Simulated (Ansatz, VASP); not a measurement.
Two plane-wave programs on CaSe

```
Se Ca
1.0
     0.00000    2.99490    2.99490
     2.99490    0.00000    2.99490
     2.99490    2.99490    0.00000
Se Ca
1 1
Direct
  0.50000 0.50000 0.50000
  0.00000 0.00000 0.00000
```

Change from the starting cell: volume scaled by 1.04.

Alike in both runs: task single point; functional PBE; k mesh 8 × 8 × 8; occupations fermi-dirac, width 0.05 eV; no spin polarisation.

|  | VASP | Ansatz |
| --- | --- | --- |
| version | VASP 6.6.1 | Ansatz 0.2.0 |
| potentials or method | VASP PAW PBE potentials, release 64 (Se, Ca_sv) | Ansatz PAW |
| plane-wave cutoff (eV) | 520 | 420 |
| valence electrons in the cell | 16 | 26 |

```csv
,VASP,Ansatz,Ansatz less VASP
gap on the k mesh at the Fermi level (eV),2.11,2.12,+0.009
least direct gap on the mesh (eV),3.01,3.01,+0.008
pressure (GPa),-0.6,-0.7,-0.15
```

The two sets of potentials don't hold the same shells in valence.

A k mesh can miss the band edges.
